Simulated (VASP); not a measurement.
# Converging a slab model of K(100), part 3 of 4

How far does the level below the vacuum of K(100) depend on the numerical settings, and how far on the functional?

VASP 6.6.1, plane waves and PAW; the level of theory is named at each step.

So far. Step 5 (Another mesh, mesh points along a 8, k-mesh 8×8×1): Against the base run its depth below the vacuum changes by +0.06 eV and the energy by -2.9 meV an atom. Step 9 (Another vacuum, vacuum width 24): Against the base run its depth below the vacuum changes by +0.00 eV and the energy by +0.0 meV an atom.

### Step 10. Comparing the runs

Times are for 4 MPI ranks of Intel Xeon 6975P-C (Granite Rapids), shared host. Results by setting:

| no. | vacuum width | electronic cycles | free energy (TOTEN) (eV) | time | memory (GiB) |
| --- | --- | --- | --- | --- | --- |
| 1 | 5 | 13 | -6.900 | 6.8 s | 0.68 |
| 2 | 8 | 18 | -6.779 | 9 s | 0.72 |
| 3 | 24 | 22 | -6.766 | 16 s | 0.99 |

### Step 11. A lower cutoff, ENCUT 210

A lower cutoff is cheaper, and the test is whether a potential difference survives it better than the total energy.

The input, INCAR:

```
SYSTEM = K
PREC = Normal
ENCUT = 210
EDIFF = 1E-06
NELM = 120
ISMEAR = 1
SIGMA = 0.1
LREAL = .FALSE.
ALGO = Normal
GGA = PE
NBANDS = 31
LORBIT = 11
LWAVE = .FALSE.
LCHARG = .FALSE.
KPAR = 2
NCORE = 2
IDIPOL = 3
LDIPOL = .TRUE.
DIPOL = 0.5 0.5 0.5
LVHAR = .TRUE.
LVACPOTAV = .TRUE.
```

The input, POSCAR:

```
K
1.0
    5.2300000000      0.0000000000      0.0000000000
    0.0000000000      5.2300000000      0.0000000000
    0.0000000000      0.0000000000     33.6900000000
K
7
Direct
    0.0000000000      0.0000000000      0.2671415850
    0.5000000000      0.5000000000      0.3447610567
    0.0000000000      0.0000000000      0.4223805283
    0.5000000000      0.5000000000      0.5000000000
    0.0000000000      0.0000000000      0.5776194717
    0.5000000000      0.5000000000      0.6552389433
    0.0000000000      0.0000000000      0.7328584150
```

The input, KPOINTS:

```
Automatic mesh
0
Gamma
5 5 1
0 0 0
```

Potentials, in the order of the species: K_pv (PBE family, release 64).

Command:

```sh
mpirun -np 4 vasp_std
```

What it wrote:

```text
[... set-up lines as in an earlier step ...]
 entering main loop
       N       E                     dE             d eps       ncg     rms          rms(c)
DAV:   1     0.684126621985E+02    0.68413E+02   -0.14593E+04   524   0.562E+02
DAV:   2    -0.465894893111E+01   -0.73072E+02   -0.69618E+02   428   0.125E+02
DAV:   3    -0.695805736050E+01   -0.22991E+01   -0.22652E+01   450   0.208E+01
DAV:   4    -0.703833364061E+01   -0.80276E-01   -0.80232E-01   490   0.353E+00
[...]
DAV:  20    -0.676623764790E+01   -0.62887E-05   -0.37220E-07   249   0.121E-03    0.243E-04
DAV:  21    -0.676624115037E+01   -0.35025E-05   -0.30296E-07   242   0.101E-03    0.182E-04
DAV:  22    -0.676624182331E+01   -0.67295E-06   -0.49983E-08   242   0.529E-04
 [... a notice as in an earlier step ...]

   1 F= -.67662418E+01 E0= -.67659683E+01  d E =-.820482E-03
```

Run time: 7.8 s. Hardware: 4 MPI ranks of Intel Xeon 6975P-C (Granite Rapids), shared host; peak memory 0.74 GiB; 29 s of CPU time.

OUTCAR, selected parts (step 11):

```text
  Total       -0.2303939     -0.2303939      0.2975248      0.0000000      0.0000000     -0.0000000
  in kB       -0.4005688     -0.4005688      0.5172843      0.0000000      0.0000000     -0.0000000
  external PRESSURE =      -0.0946178 kB  Pullay stress =       0.0000000 kB

 POSITION                                       TOTAL-FORCE (eV/Angst)
 -----------------------------------------------------------------------------------
      0.00000      0.00000      9.00000         0.000000      0.000000     -0.026835
      2.61500      2.61500     11.61500         0.000000     -0.000000      0.002073
      0.00000      0.00000     14.23000        -0.000000     -0.000000      0.005416
      2.61500      2.61500     16.84500         0.000000     -0.000000      0.000000
      0.00000      0.00000     19.46000         0.000000      0.000000     -0.005416
      2.61500      2.61500     22.07500         0.000000     -0.000000     -0.002073
      0.00000      0.00000     24.69000         0.000000      0.000000      0.026835
 -----------------------------------------------------------------------------------
    total drift:                               -0.000000      0.000000      0.000000

  FREE ENERGIE OF THE ION-ELECTRON SYSTEM (eV)
  ---------------------------------------------------
  free  energy   TOTEN  =        -6.7662418233 eV

  energy  without entropy=       -6.7654213418  energy(sigma->0) =       -6.76596833

[... 1 part as in an earlier step ...]

[... 2 further parts left out ...]
[key lines of the parts left out:]
E-fermi :  -1.5565
```

Numbers from this step:

```
Fermi energy                               : -1.556 eV
vacuum levels                              : 0.633, 0.633 eV
work functions of the upper and lower face : 2.189, 2.189 eV
highest filled level below the vacuum      : 2.189 eV
```

Against the base run its depth below the vacuum changes by -0.00 eV and the energy by -0.1 meV an atom.

### Step 12. A lower cutoff, ENCUT 280

INCAR, as its differences from that of step 11:

```diff
@@ -2,3 +2,3 @@
 PREC = Normal
-ENCUT = 210
+ENCUT = 280
 EDIFF = 1E-06
```

POSCAR is that of step 11.

KPOINTS is that of step 11.

Command:

```sh
mpirun -np 4 vasp_std
```

What it wrote:

```text
[... set-up lines as in an earlier step ...]
 entering main loop
       N       E                     dE             d eps       ncg     rms          rms(c)
DAV:   1     0.851748682771E+02    0.85175E+02   -0.15809E+04   516   0.686E+02
DAV:   2    -0.424108124672E+01   -0.89416E+02   -0.85860E+02   422   0.143E+02
DAV:   3    -0.694039484058E+01   -0.26993E+01   -0.26385E+01   464   0.228E+01
DAV:   4    -0.703644193779E+01   -0.96047E-01   -0.95797E-01   482   0.381E+00
[...]
DAV:  20    -0.676655947661E+01   -0.59420E-05   -0.34668E-07   256   0.124E-03    0.305E-04
DAV:  21    -0.676656184811E+01   -0.23715E-05   -0.18048E-07   242   0.784E-04    0.159E-04
DAV:  22    -0.676656263559E+01   -0.78748E-06   -0.66342E-08   249   0.527E-04
 [... a notice as in an earlier step ...]

   1 F= -.67665626E+01 E0= -.67662915E+01  d E =-.813481E-03
```

Elapsed: 12 s, on 4 MPI ranks; peak memory 0.8 GiB.

Parts of OUTCAR (step 12):

```text
  Total       -0.1714832     -0.1714832      0.3533435      0.0000000      0.0000000      0.0000000
  in kB       -0.2981452     -0.2981452      0.6143323      0.0000000      0.0000000      0.0000000
  external PRESSURE =       0.0060140 kB  Pullay stress =       0.0000000 kB

 POSITION                                       TOTAL-FORCE (eV/Angst)
 -----------------------------------------------------------------------------------
      0.00000      0.00000      9.00000        -0.000000     -0.000000     -0.026749
      2.61500      2.61500     11.61500        -0.000000     -0.000000      0.002165
      0.00000      0.00000     14.23000         0.000000      0.000000      0.005159
      2.61500      2.61500     16.84500         0.000000     -0.000000      0.000000
      0.00000      0.00000     19.46000         0.000000      0.000000     -0.005159
      2.61500      2.61500     22.07500         0.000000     -0.000000     -0.002165
      0.00000      0.00000     24.69000         0.000000      0.000000      0.026749
 -----------------------------------------------------------------------------------
    total drift:                                0.000000      0.000000      0.000000

  FREE ENERGIE OF THE ION-ELECTRON SYSTEM (eV)
  ---------------------------------------------------
  free  energy   TOTEN  =        -6.7665626356 eV

  energy  without entropy=       -6.7657491546  energy(sigma->0) =       -6.76629148

[... 1 part as in an earlier step ...]

[... 2 further parts left out ...]
[key lines of the parts left out:]
E-fermi :  -1.5563
```

Numbers from this step:

```
free energy (TOTEN)                        : -6.767 eV
vacuum levels                              : 0.634, 0.634 eV
work functions of the upper and lower face : 2.190, 2.190 eV
highest filled level below the vacuum      : 2.190 eV
```

Against the base run its depth below the vacuum changes by +0.00 eV and the energy by -0.1 meV an atom.

### Step 13. Another smearing width, SIGMA 0.02

The width trades sharpness at the Fermi level against the mesh needed.

INCAR, as its differences from that of step 12:

```diff
@@ -2,3 +2,3 @@
 PREC = Normal
-ENCUT = 280
+ENCUT = 350
 EDIFF = 1E-06
@@ -6,3 +6,3 @@
 ISMEAR = 1
-SIGMA = 0.1
+SIGMA = 0.02
 LREAL = .FALSE.
```

POSCAR is that of step 12.

KPOINTS is that of step 12.

Command:

```sh
mpirun -np 4 vasp_std
```

What it wrote:

```text
[... set-up lines as in an earlier step ...]
 entering main loop
       N       E                     dE             d eps       ncg     rms          rms(c)
DAV:   1     0.999202156501E+02    0.99920E+02   -0.16923E+04   516   0.806E+02
DAV:   2    -0.306486738049E+01   -0.10299E+03   -0.99419E+02   414   0.163E+02
DAV:   3    -0.689075323462E+01   -0.38259E+01   -0.33650E+01   464   0.251E+01
DAV:   4    -0.702749598577E+01   -0.13674E+00   -0.13653E+00   444   0.434E+00
[...]
DAV:  21    -0.676332493811E+01   -0.66394E-05   -0.49850E-07   249   0.905E-04    0.212E-04
DAV:  22    -0.676332616752E+01   -0.12294E-05   -0.81524E-08   249   0.530E-04    0.113E-04
DAV:  23    -0.676332662900E+01   -0.46148E-06   -0.42614E-08   242   0.313E-04
 [... a notice as in an earlier step ...]

   1 F= -.67633266E+01 E0= -.67628476E+01  d E =-.143709E-02
```

It took 17 s on 4 MPI ranks; peak memory 0.89 GiB.

From OUTCAR (step 13):

```text
  Total       -0.0864352     -0.0864352      0.2564928      0.0000000     -0.0000000      0.0000000
  in kB       -0.1502785     -0.1502785      0.4459451      0.0000000     -0.0000000      0.0000000
  external PRESSURE =       0.0484627 kB  Pullay stress =       0.0000000 kB

 POSITION                                       TOTAL-FORCE (eV/Angst)
 -----------------------------------------------------------------------------------
      0.00000      0.00000      9.00000        -0.000000      0.000000     -0.019059
      2.61500      2.61500     11.61500         0.000000      0.000000      0.003074
      0.00000      0.00000     14.23000         0.000000     -0.000000      0.004330
      2.61500      2.61500     16.84500         0.000000     -0.000000      0.000000
      0.00000      0.00000     19.46000        -0.000000     -0.000000     -0.004330
      2.61500      2.61500     22.07500         0.000000      0.000000     -0.003074
      0.00000      0.00000     24.69000         0.000000      0.000000      0.019059
 -----------------------------------------------------------------------------------
    total drift:                                0.000000      0.000000     -0.000000

  FREE ENERGIE OF THE ION-ELECTRON SYSTEM (eV)
  ---------------------------------------------------
  free  energy   TOTEN  =        -6.7633266290 eV

  energy  without entropy=       -6.7618895435  energy(sigma->0) =       -6.76284760

[... 2 parts as in an earlier step ...]

[... 1 further part left out ...]
[key lines of the parts left out:]
E-fermi :  -1.5360
```

Numbers from this step:

| Quantity | Value |
| --- | --- |
| electronic cycles | 23 |
| free energy (TOTEN) | -6.763 eV |
| energy at zero smearing | -6.763 eV |
| Fermi energy | -1.536 eV |
| vacuum levels | 0.614, 0.614 eV |
| work functions of the upper and lower face | 2.15, 2.15 eV |
| highest filled level below the vacuum | 2.15 eV |

Against the base run its depth below the vacuum changes by -0.04 eV and the energy by +0.4 meV an atom.

### Step 14. Another smearing width, SIGMA 0.4

INCAR, as its differences from that of step 13:

```diff
@@ -6,3 +6,3 @@
 ISMEAR = 1
-SIGMA = 0.02
+SIGMA = 0.4
 LREAL = .FALSE.
```

POSCAR is that of step 13.

KPOINTS is that of step 13.

Command:

```sh
mpirun -np 4 vasp_std
```

What it wrote:

```text
[... set-up lines as in an earlier step ...]
 entering main loop
       N       E                     dE             d eps       ncg     rms          rms(c)
DAV:   1     0.999051087702E+02    0.99905E+02   -0.16923E+04   516   0.806E+02
DAV:   2    -0.307617112008E+01   -0.10298E+03   -0.99513E+02   414   0.163E+02
DAV:   3    -0.689211756240E+01   -0.38159E+01   -0.35327E+01   464   0.252E+01
DAV:   4    -0.702831362520E+01   -0.13620E+00   -0.13601E+00   444   0.434E+00
[...]
DAV:  20    -0.677385845581E+01   -0.46760E-05   -0.19284E-07   242   0.109E-03    0.246E-04
DAV:  21    -0.677386294492E+01   -0.44891E-05   -0.37656E-07   235   0.107E-03    0.186E-04
DAV:  22    -0.677386389328E+01   -0.94836E-06   -0.86617E-08   242   0.643E-04
 [... a notice as in an earlier step ...]

   1 F= -.67738639E+01 E0= -.67661043E+01  d E =-.232788E-01
```

Elapsed: 17 s, on 4 MPI ranks; peak memory 0.87 GiB; 64 s of CPU time.

Parts of OUTCAR (step 14):

```text
  Total       -0.1719897     -0.1719897      0.4093367      0.0000000      0.0000000      0.0000000
  in kB       -0.2990257     -0.2990257      0.7116835      0.0000000      0.0000000      0.0000000
  external PRESSURE =       0.0378773 kB  Pullay stress =       0.0000000 kB

 POSITION                                       TOTAL-FORCE (eV/Angst)
 -----------------------------------------------------------------------------------
      0.00000      0.00000      9.00000         0.000000      0.000000     -0.033059
      2.61500      2.61500     11.61500        -0.000000     -0.000000      0.007545
      0.00000      0.00000     14.23000         0.000000      0.000000      0.008118
      2.61500      2.61500     16.84500         0.000000      0.000000      0.000000
      0.00000      0.00000     19.46000        -0.000000      0.000000     -0.008118
      2.61500      2.61500     22.07500         0.000000     -0.000000     -0.007545
      0.00000      0.00000     24.69000        -0.000000      0.000000      0.033059
 -----------------------------------------------------------------------------------
    total drift:                                0.000000      0.000000     -0.000000

  FREE ENERGIE OF THE ION-ELECTRON SYSTEM (eV)
  ---------------------------------------------------
  free  energy   TOTEN  =        -6.7738638933 eV

  energy  without entropy=       -6.7505850662  energy(sigma->0) =       -6.76610428

[... 2 parts as in an earlier step ...]

[... 1 further part left out ...]
[key lines of the parts left out:]
E-fermi :  -1.5864
```

Numbers from this step:

```yaml
electronic_cycles: 22
free_energy_toten: -6.774 eV
energy_at_zero_smearing: -6.766 eV
fermi_energy: -1.586 eV
vacuum_levels: 0.638, 0.638 eV
work_functions_of_the_upper_and_lower_face: 2.224, 2.224 eV
highest_filled_level_below_the_vacuum: 2.224 eV
```

Against the base run its depth below the vacuum changes by +0.03 eV and the energy by -0.1 meV an atom.

### Step 15. All levels side by side

Times are for 4 MPI ranks of Intel Xeon 6975P-C (Granite Rapids), shared host. The series side by side:

| no. | run | electronic cycles | cutoff used less the lowest (eV) | free energy (TOTEN) (eV) | highest filled level below the vacuum (eV) | time | memory (GiB) |
| --- | --- | --- | --- | --- | --- | --- | --- |
| 1 | base run | 22 | 140 | -6.766 | 2.190 | 12 s | 0.88 |
| 2 | series over the cutoff | 22 | 0 | -6.766 | 2.189 | 7.8 s | 0.74 |
| 3 | series over the cutoff | 22 | 70 | -6.767 | 2.190 | 12 s | 0.8 |
| 4 | series over the smearing | 23 | 140 | -6.763 | 2.15 | 17 s | 0.89 |
| 5 | series over the smearing | 22 | 140 | -6.774 | 2.224 | 17 s | 0.87 |

### Step 16. Another level, functional LDA, disp none

This step: LDA; plane waves and PAW (K_pv) (VASP 6.6.1).

Beside the numerical settings stands the choice of exchange and correlation.

INCAR, as its differences from that of step 14:

```diff
@@ -6,6 +6,6 @@
 ISMEAR = 1
-SIGMA = 0.4
+SIGMA = 0.1
 LREAL = .FALSE.
 ALGO = Normal
-GGA = PE
+GGA = CA
 NBANDS = 31
```

POSCAR is that of step 14.

KPOINTS is that of step 14.

Command:

```sh
mpirun -np 4 vasp_std
```

What it wrote:

```text
[banner, memory and clock lines left out]
running    4 mpi-ranks, on    1 nodes
 distrk:  each k-point on    2 cores,    2 groups
 distr:  one band on    2 cores,    1 groups

 POSCAR found type information on POSCAR K
 POSCAR found :  1 types and       7 ions
|                                                                             |
|               ----> ADVICE to this user running VASP <----                  |
|                                                                             |
|     You enforced a specific xc type in the INCAR file but a different       |
|     [... a line on the potential file left out ...]
|     I HOPE YOU KNOW WHAT YOU ARE DOING!                                     |
|                                                                             |

 LDA part: xc-table for (Slater(with rela. corr.)+CA(PZ))
 , standard interpolation
 POSCAR, INCAR and KPOINTS ok, starting setup
 FFT: planning ... GRIDC
 FFT: planning ... GRID_SOFT
 FFT: planning ... GRID
 WAVECAR not read
 entering main loop
       N       E                     dE             d eps       ncg     rms          rms(c)
DAV:   1     0.100294401070E+03    0.10029E+03   -0.16848E+04   516   0.806E+02
DAV:   2    -0.402864878104E+01   -0.10432E+03   -0.10082E+03   414   0.163E+02
DAV:   3    -0.787906070379E+01   -0.38504E+01   -0.34157E+01   464   0.253E+01
DAV:   4    -0.802242366847E+01   -0.14336E+00   -0.14312E+00   451   0.439E+00
DAV:   5    -0.803053638528E+01   -0.81127E-02   -0.81122E-02   512   0.776E-01    0.352E+00
DAV:   6    -0.781734407489E+01    0.21319E+00   -0.17268E+00   414   0.523E+00    0.187E+00
DAV:   7    -0.772837774637E+01    0.88966E-01   -0.90334E-01   450   0.177E+00    0.144E+00
DAV:   8    -0.767656778113E+01    0.51810E-01   -0.15991E-01   422   0.111E+00    0.279E-01
DAV:   9    -0.767665240493E+01   -0.84624E-04   -0.22126E-02   407   0.520E-01    0.152E-01
DAV:  10    -0.767499341922E+01    0.16590E-02   -0.69535E-03   436   0.272E-01    0.552E-02
DAV:  11    -0.767506034413E+01   -0.66925E-04   -0.13147E-03   452   0.951E-02    0.342E-02
DAV:  12    -0.767540146175E+01   -0.34112E-03   -0.34813E-04   423   0.534E-02    0.179E-02
DAV:  13    -0.767582534806E+01   -0.42389E-03   -0.19124E-04   408   0.282E-02    0.111E-02
DAV:  14    -0.767617493314E+01   -0.34959E-03   -0.10714E-04   352   0.149E-02    0.601E-03
DAV:  15    -0.767633383162E+01   -0.15890E-03   -0.48482E-05   345   0.121E-02    0.285E-03
DAV:  16    -0.767639302125E+01   -0.59190E-04   -0.21759E-05   290   0.522E-03    0.153E-03
DAV:  17    -0.767640788688E+01   -0.14866E-04   -0.39388E-06   311   0.330E-03    0.853E-04
DAV:  18    -0.767642089803E+01   -0.13011E-04   -0.35892E-06   297   0.188E-03    0.480E-04
DAV:  19    -0.767642896671E+01   -0.80687E-05   -0.45004E-07   249   0.140E-03    0.357E-04
DAV:  20    -0.767643887755E+01   -0.99108E-05   -0.92066E-07   281   0.165E-03    0.193E-04
DAV:  21    -0.767644051800E+01   -0.16404E-05   -0.88006E-08   242   0.600E-04    0.914E-05
DAV:  22    -0.767644115244E+01   -0.63445E-06   -0.57539E-08   242   0.430E-04
 [... a notice as in an earlier step ...]

   1 F= -.76764412E+01 E0= -.76763454E+01  d E =-.287299E-03
```

It took 15 s on 4 MPI ranks; peak memory 0.78 GiB.

From OUTCAR (step 16):

```text
   NELECT =      49.0000    total number of electrons

 E-fermi :  -1.7168

 k-point     1 :       0.0000    0.0000    0.0000
  band No.  band energies     occupation
    ...
     22      -3.8952      2.00000
     23      -3.6181      2.00000
     24      -3.1542      2.00000
     25      -2.5671      2.00000
     26      -1.9006      2.02600
     27      -1.2510     -0.00000
     28      -0.6504     -0.00000
     29      -0.1047     -0.00000
     30      -0.0497     -0.00000
     31      -0.0147     -0.00000

  Total       -1.6430070     -1.6430070     -1.0018230      0.0000000      0.0000000      0.0000000
  in kB       -2.8565748     -2.8565748     -1.7417956      0.0000000      0.0000000      0.0000000
  external PRESSURE =      -2.4849817 kB  Pullay stress =       0.0000000 kB

 POSITION                                       TOTAL-FORCE (eV/Angst)
 -----------------------------------------------------------------------------------
      0.00000      0.00000      9.00000        -0.000000     -0.000000      0.058837
      2.61500      2.61500     11.61500        -0.000000      0.000000      0.004475
      0.00000      0.00000     14.23000        -0.000000      0.000000      0.007840
      2.61500      2.61500     16.84500        -0.000000     -0.000000      0.000000
      0.00000      0.00000     19.46000         0.000000     -0.000000     -0.007840
      2.61500      2.61500     22.07500         0.000000     -0.000000     -0.004475
      0.00000      0.00000     24.69000        -0.000000     -0.000000     -0.058837
 -----------------------------------------------------------------------------------
    total drift:                                0.000000      0.000000     -0.000000

  FREE ENERGIE OF THE ION-ELECTRON SYSTEM (eV)
  ---------------------------------------------------
  free  energy   TOTEN  =        -7.6764411524 eV

  energy  without entropy=       -7.6761538531  energy(sigma->0) =       -7.67634539

 vacuum level on the upper side and lower side of the slab         0.592         0.592

[... 9 parts as in an earlier step ...]

[... 9 further parts left out ...]
```

The PAW data sets were made with PBE, though LDA sets exist; this is a small mismatch.

Numbers from this step:

```yaml
free_energy_toten: -7.676 eV
energy_at_zero_smearing: -7.676 eV
fermi_energy: -1.717 eV
vacuum_levels: 0.592, 0.592 eV
work_functions_of_the_upper_and_lower_face: 2.309, 2.309 eV
highest_filled_level_below_the_vacuum: 2.309 eV
```

Force by atom:

| atom | x (eV/Å) | y (eV/Å) | z (eV/Å) | size |
| --- | --- | --- | --- | --- |
| K1 | 0.0000 | 0.0000 | 0.0588 | 0.0588 |
| K2 | 0.0000 | 0.0000 | 0.0045 | 0.0045 |
| K3 | 0.0000 | 0.0000 | 0.0078 | 0.0078 |
| K4 | 0.0000 | 0.0000 | 0.0000 | 0.0000 |
| K5 | 0.0000 | 0.0000 | -0.0078 | 0.0078 |
| K6 | 0.0000 | 0.0000 | -0.0045 | 0.0045 |
| K7 | 0.0000 | 0.0000 | -0.0588 | 0.0588 |

Against the base run its depth below the vacuum changes by +0.12 eV.

(Continued in part 4 of 4.)

[Lines on the potential files, build, host, timing and source positions are cut from VASP's logs without a mark.]

[Logs are printed without paths, hosts, clocks, repeated set-up lines and the standing remarks that a program may print on its own settings, such as how far it seeks lower states.]

[Hosts, paths, dates, database ids (printed as entryN), source tags and the programs' standing remarks are cut or masked in the printed files.]

[In band tables of VASP the shares of atoms and orbitals are scaled to a sum of 1 inside the atoms' spheres.]

[Runs that stopped without an error message from VASP are left out.]
